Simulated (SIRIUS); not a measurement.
## AlNi in SIRIUS: convergence with gk cutoff

Input of the first run (gk cutoff 2.04 1/bohr); the others differ in this setting and in those tied to it:

The input sirius.json:

```json
{
  "control": {
    "processing_unit": "cpu",
    "std_evp_solver_name": "lapack",
    "gen_evp_solver_name": "lapack",
    "verbosity": 2,
    "print_forces": true,
    "ortho_rf": true,
    "use_second_variation": true,
    "rmt_max": 3.0,
    "num_bands_to_print": 24,
    "save_wf": true
  },
  "parameters": {
    "electronic_structure_method": "full_potential_lapwlo",
    "xc_functionals": ["XC_LDA_X", "XC_LDA_C_PW"],
    "core_relativity": "dirac",
    "valence_relativity": "iora",
    "num_fv_states": 26,
    "smearing": "fermi_dirac",
    "smearing_width": 0.0018374661,
    "pw_cutoff": 20,
    "gk_cutoff": 2.04,
    "lmax_apw": 10,
    "lmax_rho": 8,
    "lmax_pot": 8,
    "num_mag_dims": 1,
    "auto_rmt": 0,
    "ngridk": [9, 9, 9],
    "shiftk": [0, 0, 0],
    "num_dft_iter": 80,
    "energy_tol": 1e-07,
    "density_tol": 1e-05,
    "use_symmetry": true
  },
  "settings": {"tol_ne": 1e-10},
  "iterative_solver": {"type": "exact"},
  "mixer": {"type": "anderson", "beta": 0.4, "max_history": 8},
  "unit_cell": {
    "lattice_vectors": [[5.444300965, 0.0, 0.0], [0.0, 5.444300965, 0.0], [0.0, 0.0, 5.444300965]],
    "atom_types": ["Al", "Ni"],
    "atom_files": {"Al": "Al.json", "Ni": "Ni.json"},
    "atoms": {"Al": [[0.0, 0.0, 0.0, 0.0, 0.0, 0.0]], "Ni": [[0.5, 0.5, 0.5, 0.0, 0.0, 1.0]]}
  }
}
```

File Al.json:

```json
{
  "name": "aluminium",
  "symbol": "Al",
  "number": 13,
  "mass": 26.9815386,
  "rmin": 1e-06,
  "rmt": 2.27,
  "nrmt": 800,
  "rinf": 20.43,
  "core": "1s",
  "valence": [
    {"basis": [{"enu": 0.13, "dme": 0, "n": 0, "auto": 0}, {"enu": 0.13, "dme": 1, "n": 0, "auto": 0}]},
    {"l": 0, "n": 1, "basis": [{"enu": 0.1874, "dme": 0, "n": 0, "auto": 0}]},
    {"l": 1, "n": 2, "basis": [{"enu": 0.23, "dme": 0, "n": 0, "auto": 0}]},
    {"l": 2, "n": 3, "basis": [{"enu": 0.23, "dme": 0, "n": 0, "auto": 0}]},
    {"l": 3, "n": 4, "basis": [{"enu": 0.23, "dme": 0, "n": 0, "auto": 0}]}
  ],
  "lo": [
    {
      "l": 0,
      "basis": [{"enu": 0.1874, "dme": 0, "n": 0, "auto": 0}, {"enu": 0.1874, "dme": 1, "n": 0, "auto": 0}]
    },
    {
      "l": 0,
      "basis": [{"enu": -3.615, "dme": 0, "n": 2, "auto": 1}, {"enu": -3.615, "dme": 1, "n": 2, "auto": 1}]
    },
    {
      "l": 0,
      "basis": [{"enu": -3.615, "dme": 1, "n": 2, "auto": 1}, {"enu": 0.1874, "dme": 0, "n": 0, "auto": 0}]
    },
    {
      "l": 0,
      "basis": [{"enu": 0.1874, "dme": 0, "n": 0, "auto": 0}, {"enu": 3.2924, "dme": 0, "n": 0, "auto": 0}]
    },
    {"l": 1, "basis": [{"enu": 0.23, "dme": 0, "n": 0, "auto": 0}, {"enu": 0.23, "dme": 1, "n": 0, "auto": 0}]},
    {
      "l": 1,
      "basis": [{"enu": -2.2297, "dme": 0, "n": 2, "auto": 1}, {"enu": -2.2297, "dme": 1, "n": 2, "auto": 1}]
    },
    {
      "l": 1,
      "basis": [{"enu": -2.2297, "dme": 1, "n": 2, "auto": 1}, {"enu": 0.23, "dme": 0, "n": 0, "auto": 0}]
    },
    {"l": 1, "basis": [{"enu": 0.23, "dme": 0, "n": 0, "auto": 0}, {"enu": 3.8008, "dme": 0, "n": 0, "auto": 0}]},
    {"l": 2, "basis": [{"enu": 0.23, "dme": 0, "n": 0, "auto": 0}, {"enu": 0.23, "dme": 1, "n": 0, "auto": 0}]},
    {"l": 2, "basis": [{"enu": 0.23, "dme": 1, "n": 0, "auto": 0}, {"enu": 0.23, "dme": 2, "n": 0, "auto": 0}]},
    {"l": 2, "basis": [{"enu": 0.23, "dme": 0, "n": 0, "auto": 0}, {"enu": 3.2574, "dme": 0, "n": 0, "auto": 0}]},
    {"l": 3, "basis": [{"enu": 0.23, "dme": 0, "n": 0, "auto": 0}, {"enu": 0.23, "dme": 1, "n": 0, "auto": 0}]}
  ],
  "free_atom": [... radial grid and density of the free atom, the start of the SCF ...]
}
```

Ni.json

```json
{
  "name": "nickel",
  "symbol": "Ni",
  "number": 28,
  "mass": 58.6934,
  "rmin": 1e-06,
  "rmt": 2.37,
  "nrmt": 800,
  "rinf": 14.89,
  "core": "1s2s2p",
  "valence": [
    {"basis": [{"enu": 0.13, "dme": 0, "n": 0, "auto": 0}, {"enu": 0.13, "dme": 1, "n": 0, "auto": 0}]},
    {"l": 0, "n": 1, "basis": [{"enu": 0.23, "dme": 0, "n": 0, "auto": 0}]},
    {"l": 1, "n": 2, "basis": [{"enu": 0.23, "dme": 0, "n": 0, "auto": 0}]},
    {"l": 2, "n": 3, "basis": [{"enu": 0.2191, "dme": 0, "n": 0, "auto": 0}]},
    {"l": 3, "n": 4, "basis": [{"enu": 0.23, "dme": 0, "n": 0, "auto": 0}]}
  ],
  "lo": [
    {"l": 0, "basis": [{"enu": 0.23, "dme": 0, "n": 0, "auto": 0}, {"enu": 0.23, "dme": 1, "n": 0, "auto": 0}]},
    {
      "l": 0,
      "basis": [{"enu": -3.6066, "dme": 0, "n": 3, "auto": 1}, {"enu": -3.6066, "dme": 1, "n": 3, "auto": 1}]
    },
    {
      "l": 0,
      "basis": [{"enu": -3.6066, "dme": 1, "n": 3, "auto": 1}, {"enu": 0.23, "dme": 0, "n": 0, "auto": 0}]
    },
    {"l": 0, "basis": [{"enu": 0.23, "dme": 0, "n": 0, "auto": 0}, {"enu": 3.0785, "dme": 0, "n": 0, "auto": 0}]},
    {"l": 1, "basis": [{"enu": 0.23, "dme": 0, "n": 0, "auto": 0}, {"enu": 0.23, "dme": 1, "n": 0, "auto": 0}]},
    {
      "l": 1,
      "basis": [{"enu": -2.1709, "dme": 0, "n": 3, "auto": 1}, {"enu": -2.1709, "dme": 1, "n": 3, "auto": 1}]
    },
    {
      "l": 1,
      "basis": [{"enu": -2.1709, "dme": 1, "n": 3, "auto": 1}, {"enu": 0.23, "dme": 0, "n": 0, "auto": 0}]
    },
    {"l": 1, "basis": [{"enu": 0.23, "dme": 0, "n": 0, "auto": 0}, {"enu": 3.5058, "dme": 0, "n": 0, "auto": 0}]},
    {
      "l": 2,
      "basis": [{"enu": 0.2191, "dme": 0, "n": 0, "auto": 0}, {"enu": 0.2191, "dme": 1, "n": 0, "auto": 0}]
    },
    {
      "l": 2,
      "basis": [{"enu": 0.2191, "dme": 1, "n": 0, "auto": 0}, {"enu": 0.2191, "dme": 2, "n": 0, "auto": 0}]
    },
    {
      "l": 2,
      "basis": [{"enu": 0.2191, "dme": 0, "n": 0, "auto": 0}, {"enu": 2.9964, "dme": 0, "n": 0, "auto": 0}]
    },
    {"l": 3, "basis": [{"enu": 0.23, "dme": 0, "n": 0, "auto": 0}, {"enu": 0.23, "dme": 1, "n": 0, "auto": 0}]},
    {"l": 3, "basis": [{"enu": 0.23, "dme": 0, "n": 0, "auto": 0}, {"enu": 3.3278, "dme": 0, "n": 0, "auto": 0}]}
  ],
  "free_atom": [... radial grid and density of the free atom, the start of the SCF ...]
}
```

Contents of sirius_start.json:

```json
{
  "control": {
    "processing_unit": "cpu",
    "std_evp_solver_name": "lapack",
    "gen_evp_solver_name": "lapack",
    "verbosity": 1,
    "print_forces": false,
    "ortho_rf": true,
    "use_second_variation": true,
    "rmt_max": 3.0,
    "num_bands_to_print": 24,
    "save_wf": false
  },
  "parameters": {
    "electronic_structure_method": "full_potential_lapwlo",
    "xc_functionals": ["XC_LDA_X", "XC_LDA_C_PW"],
    "core_relativity": "dirac",
    "valence_relativity": "iora",
    "num_fv_states": 26,
    "smearing": "fermi_dirac",
    "smearing_width": 0.0055123983,
    "pw_cutoff": 20,
    "gk_cutoff": 1.63,
    "lmax_apw": 10,
    "lmax_rho": 8,
    "lmax_pot": 8,
    "num_mag_dims": 1,
    "auto_rmt": 0,
    "ngridk": [4, 4, 4],
    "shiftk": [0, 0, 0],
    "num_dft_iter": 30,
    "energy_tol": 0.01,
    "density_tol": 0.05,
    "use_symmetry": true
  },
  "settings": {"tol_ne": 1e-10},
  "iterative_solver": {"type": "exact"},
  "mixer": {"type": "anderson", "beta": 0.4, "max_history": 8},
  "unit_cell": {
    "lattice_vectors": [[5.444300965, 0.0, 0.0], [0.0, 5.444300965, 0.0], [0.0, 0.0, 5.444300965]],
    "atom_types": ["Al", "Ni"],
    "atom_files": {"Al": "Al.json", "Ni": "Ni.json"},
    "atoms": {"Al": [[0.0, 0.0, 0.0, 0.0, 0.0, 0.0]], "Ni": [[0.5, 0.5, 0.5, 0.0, 0.0, 1.0]]}
  }
}
```

Potentials or basis: all-electron FP-LAPW, apw+lo standard.

The run is started by

```bash
$ OMP_NUM_THREADS=1 sirius.scf --input=sirius_start.json --output=start.json
$ OMP_NUM_THREADS=1 sirius.scf --input=sirius.json --output=output.json --task=1
```

Hardware: 1 thread of Arm Neoverse V1, on a shared host.

```csv
gk cutoff,"energy less the tightest run, at zero smearing (meV/atom)",SCF cycles,CPU time (s),peak memory (GiB)
2.04 1/bohr,1487.55,9,45,0.52
2.41 1/bohr,561.80,9,44,0.52
2.78 1/bohr,183.80,9,46,0.53
3.16 1/bohr,50.95,10,52,0.54
3.53 1/bohr,12.87,10,56,0.56
3.9 1/bohr,2.70,10,68,0.63
4.27 1/bohr,0.00,10,94,0.75
```

Not settled before the last step: the energy (to 1 meV/atom). The tightest run that finished is the yardstick and may itself not be fully converged.
